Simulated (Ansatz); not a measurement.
LiH (started from an entry of an open crystallographic database) with hydrogen sites as listed, relaxed with r2SCAN+rVV10 in the plane-wave code Ansatz. The symmetry is Fm-3m (No. 225, cubic); a = 3.997 Å in the conventional setting, 7.98 Å³ an atom. Around Li lie 6 H at 2.00 Å; around H lie 6 Li at 2.00 Å.

The axes x, y and z are those of this cell:
```
CELL_PARAMETERS angstrom
0.00000 1.99847 1.99847
1.99847 0.00000 1.99847
1.99847 1.99847 0.00000
ATOMIC_POSITIONS crystal
Li 0.00000 0.00000 0.00000
H 0.50000 0.50000 0.50000
```

Unstrained: PBE gives a direct gap of 2.979 eV at X. r2SCAN gives a direct gap of 3.626 eV at X. HSE06 gives a direct gap of 3.966 eV at X. Meshes: PBE 10×10×10, r2SCAN 10×10×10, HSE06 8×8×8. Strains are changes of length per length. After each strain the atoms were relaxed again with r2SCAN+rVV10 within the symmetry that the strain leaves, so tilts or polar shifts that break it weren't tested; points keep the names that they have in the unstrained zone. No spin polarisation and no zero-point or thermal motion.

**Question.** Estimate what biaxial -3.57 % in x and y, z held does to the gap.

**Answer.** PBE: the gap goes from 2.979 to 2.487 eV (-0.492 eV); it turns from direct (X) to indirect (X → X [(1/2, 1/2, 0)]). r2SCAN: the gap goes from 3.626 to 3.128 eV (-0.498 eV); it turns from direct (X) to indirect (X → X [(1/2, 1/2, 0)]). HSE06: the gap goes from 3.966 to 3.461 eV (-0.505 eV); it turns from direct (X) to indirect (X → X [(1/2, 1/2, 0)]).

**Question.** Estimate what isotropic +5.01 % on every length does to the gap.

**Answer.** PBE: the gap goes from 2.979 to 3.071 eV (+0.092 eV). r2SCAN: the gap goes from 3.626 to 3.701 eV (+0.075 eV). HSE06: the gap goes from 3.966 to 4.037 eV (+0.071 eV).

The meshes of the hybrids are coarse, so their gaps aren't converged to the digits shown.
